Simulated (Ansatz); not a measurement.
The system is Pt.

```
Pt
1.0
    -1.58422    1.58422    1.58422
     1.58422   -1.58422    1.58422
     1.58422    1.58422   -1.58422
Pt
1
Direct
  0.00000 0.00000 0.00000
```

This isn't the form of Pt at room conditions, which is fcc.

* Program: Ansatz 0.2.0
* Task: relaxation of cell and atoms
* Functional: PBE
* Dispersion: D4
* Potentials or basis: Ansatz PAW
* Cutoff: 420 eV (not typed: the program's choice for these potentials)
* k mesh: 12 × 12 × 12
* Occupations: fermi-dirac, width 0.05 eV
* Spin: no spin polarisation

At the start: volume 15.90 Å³/atom.

**Question.** Where does the relaxation end?

**Answer.** It ends after 4 steps and the volume is 15.37 Å³/atom (-3.3 %); space group Im-3m (No. 229, to 0.05 Å).

Step by step:
| step | energy change (eV) | largest force (eV/Å) | volume (Å³) |
| --- | --- | --- | --- |
| 1 | 0.0000 | 0.0000 | 15.90 |
| 2 | -0.0140 | 0.0000 | 15.45 |
| 3 | -0.0143 | 0.0000 | 15.37 |
| 4 | -0.0140 | 0.0000 | 15.37 |

Final structure:
```
Pt
1.0
    -1.56644    1.56644    1.56644
     1.56644   -1.56644    1.56644
     1.56644    1.56644   -1.56644
Pt
1
Direct
  0.00000 0.00000 0.00000
```

Caveat: the plane-wave basis is chosen anew once the cell has moved, so the energies of steps on either side of that aren't comparable; pairwise dispersion overbinds metals, which lowers pressure and volume.
